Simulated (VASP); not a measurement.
Here is a VASP 6.6.1 calculation.

Contents of INCAR:

```
  PREC = Accurate
  ENCUT = 520
  EDIFF = 1E-8
  ISMEAR = 0
  SIGMA = 0.02
  LREAL = False
  LASPH = True
  NELM = 60
  ALGO = Normal
  ISIF = 2
  LWAVE = False
  LCHARG = False
  GGA = PE
  LEFG = True
```

The input KPOINTS:

```
Automatic mesh
0
Gamma
  5 5 3
```

File POSCAR:

```
Si2W
1.0
    4.6168523821      0.0000000000      0.0000000000
   -2.3084261911      3.9983114484      0.0000000000
    0.0000000000      0.0000000000      6.6532220000
W Si
3 6
Direct
    0.5000000000      0.0000000000      0.5000000000
    0.5000000000      0.5000000000      0.8333333333
    0.0000000000      0.5000000000      0.1666666667
    0.3272520000      0.1636260000      0.1666666667
    0.8363740000      0.1636260000      0.8333333333
    0.1636260000      0.3272520000      0.5000000000
    0.6727480000      0.8363740000      0.1666666667
    0.1636260000      0.8363740000      0.8333333333
    0.8363740000      0.6727480000      0.5000000000
```

Potentials or basis: VASP PAW PBE potentials, release 64 (W_sv, Si).

Command:

```sh
$ cat potpaw_PBE.64/W_sv/POTCAR potpaw_PBE.64/Si/POTCAR > POTCAR
$ mpirun -np 1 vasp_std > vasp.out
```

(1) Estimate the band gap on the k mesh.

(2) What does it give for the largest force?

(3) What does it give for the pressure?

## Answers

(1) 0.40 eV, indirect (least direct gap 0.92 eV).

(2) 0.013 eV/Å.

(3) -0.5 GPa.

Caveat: spin-orbit coupling is left out, which moves the levels of the heavy elements; an odd mesh through Γ misses points on the zone boundary, where band edges often lie.
